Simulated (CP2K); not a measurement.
A run of CP2K 2026.2 is set up as follows.

File pt_bands.inp:

```
&GLOBAL
  PROJECT pt_bands
  RUN_TYPE ENERGY_FORCE
  PRINT_LEVEL LOW
&END GLOBAL
&FORCE_EVAL
  METHOD QS
  STRESS_TENSOR ANALYTICAL
  &DFT
    BASIS_SET_FILE_NAME BASIS_MOLOPT_UZH
    POTENTIAL_FILE_NAME POTENTIAL_UZH
    &MGRID
      CUTOFF 675
      REL_CUTOFF 60
      NGRIDS 5
    &END MGRID
    &QS
      METHOD GPW
      EPS_DEFAULT 1.0E-10
    &END QS
    &KPOINTS
      SCHEME MONKHORST-PACK 11 11 6
      GAMMA_CENTERED T
      SYMMETRY T
      SYMMETRY_BACKEND SPGLIB
    &END KPOINTS
    &SCF
      SCF_GUESS ATOMIC
      EPS_SCF 1.0E-6
      MAX_SCF 100
      ADDED_MOS 16
      CHOLESKY OFF
      EPS_EIGVAL 1.0E-7
      &DIAGONALIZATION ON
        ALGORITHM STANDARD
      &END DIAGONALIZATION
      &MIXING ON
        METHOD BROYDEN_MIXING
        ALPHA 0.4
        BETA 1.5
        NBUFFER 8
      &END MIXING
      &SMEAR ON
        METHOD FERMI_DIRAC
        ELECTRONIC_TEMPERATURE [K] 580.226
      &END SMEAR
    &END SCF
    &XC
      &XC_FUNCTIONAL
        &GGA_X_RPBE
        &END GGA_X_RPBE
        &GGA_C_PBE
        &END GGA_C_PBE
      &END XC_FUNCTIONAL
    &END XC
    &PRINT
      &KPOINTS ON
      &END KPOINTS
      &MULLIKEN ON
      &END MULLIKEN
      &MO ON
        ENERGIES T
        OCCUPATION_NUMBERS T
        &EACH
          QS_SCF 0
        &END EACH
        ADD_LAST NUMERIC
      &END MO
      &BAND_STRUCTURE
        FILE_NAME bands.bs
        ADDED_MOS 2
        &KPOINT_SET
          UNITS B_VECTOR
          NPOINTS 8
          SPECIAL_POINT GAMMA 0.00000000 0.00000000 0.00000000
          SPECIAL_POINT M 0.50000000 0.00000000 0.00000000
          SPECIAL_POINT K 0.33333333 0.33333333 0.00000000
          SPECIAL_POINT GAMMA 0.00000000 0.00000000 0.00000000
          SPECIAL_POINT A 0.00000000 0.00000000 0.50000000
          SPECIAL_POINT L 0.50000000 0.00000000 0.50000000
          SPECIAL_POINT H 0.33333333 0.33333333 0.50000000
          SPECIAL_POINT A 0.00000000 0.00000000 0.50000000
        &END KPOINT_SET
        &KPOINT_SET
          UNITS B_VECTOR
          NPOINTS 8
          SPECIAL_POINT L 0.50000000 0.00000000 0.50000000
          SPECIAL_POINT M 0.50000000 0.00000000 0.00000000
        &END KPOINT_SET
        &KPOINT_SET
          UNITS B_VECTOR
          NPOINTS 8
          SPECIAL_POINT K 0.33333333 0.33333333 0.00000000
          SPECIAL_POINT H 0.33333333 0.33333333 0.50000000
        &END KPOINT_SET
      &END BAND_STRUCTURE
    &END PRINT
  &END DFT
  &SUBSYS
    &CELL
      A 2.7606656158 0.0000000000 0.0000000000
      B -1.3803328079 2.3908065546 0.0000000000
      C 0.0000000000 0.0000000000 4.7921340000
      PERIODIC XYZ
    &END CELL
    &COORD
      SCALED
      Pt  0.3333333333 0.6666666667 0.2500000000
      Pt  0.6666666667 0.3333333333 0.7500000000
    &END COORD
    &KIND Pt
      BASIS_SET TZVP-MOLOPT-PBE-GTH-q18
      POTENTIAL GTH-PBE-q18
    &END KIND
    &PRINT
      &ATOMIC_COORDINATES ON
      &END ATOMIC_COORDINATES
      &CELL ON
      &END CELL
    &END PRINT
  &END SUBSYS
  &PRINT
    &FORCES ON
    &END FORCES
    &STRESS_TENSOR ON
    &END STRESS_TENSOR
  &END PRINT
&END FORCE_EVAL
```

Potentials or basis: POTENTIAL_UZH Pt GTH-PBE-q18; TZVP-MOLOPT-PBE-GTH basis.

Command:

```bash
$ OMP_NUM_THREADS=1 cp2k.psmp -i pt_bands.inp -o pt_bands.out
```

**Question.** Estimate the band gap on the k mesh.

**Answer.** None (metal or under the smearing width).

**Question.** Predict the pressure.

**Answer.** 3.0 GPa.

Levels at the corners of the path, in eV from the Fermi level:
| point | band 15 | band 16 | band 17 | band 18 | band 19 | band 20 | band 21 | band 22 |
| --- | --- | --- | --- | --- | --- | --- | --- | --- |
| Γ | -3.05 | -1.79 | -1.79 | -0.78 | -0.22 | -0.22 | 4.74 | 17.10 |
| M | -2.60 | 0.01 | 0.30 | 0.50 | 2.25 | 3.74 | 7.32 | 8.84 |
| K | -2.58 | -0.74 | -0.74 | -0.71 | 4.47 | 4.47 | 5.86 | 11.73 |
| Γ | -3.05 | -1.79 | -1.79 | -0.78 | -0.22 | -0.22 | 4.74 | 17.10 |
| A | -3.40 | -3.40 | -0.79 | -0.79 | -0.79 | -0.79 | 12.18 | 12.18 |
| L | -0.86 | -0.86 | 0.41 | 0.41 | 1.65 | 1.65 | 6.54 | 6.54 |
| H | -2.39 | -2.39 | -0.16 | -0.16 | 6.57 | 6.57 | 6.65 | 6.65 |
| A | -3.40 | -3.40 | -0.79 | -0.79 | -0.79 | -0.79 | 12.18 | 12.18 |
| L | -0.86 | -0.86 | 0.41 | 0.41 | 1.65 | 1.65 | 6.54 | 6.54 |
| M | -2.60 | 0.01 | 0.30 | 0.50 | 2.25 | 3.74 | 7.32 | 8.84 |
| K | -2.58 | -0.74 | -0.74 | -0.71 | 4.47 | 4.47 | 5.86 | 11.73 |
| H | -2.39 | -2.39 | -0.16 | -0.16 | 6.57 | 6.57 | 6.65 | 6.65 |

Caveat: the potentials were made for another functional, which shifts forces and pressure; spin-orbit coupling is left out, which moves the levels of the heavy elements; the basis of atomic orbitals isn't converged, which shifts pressures, moduli and gaps.
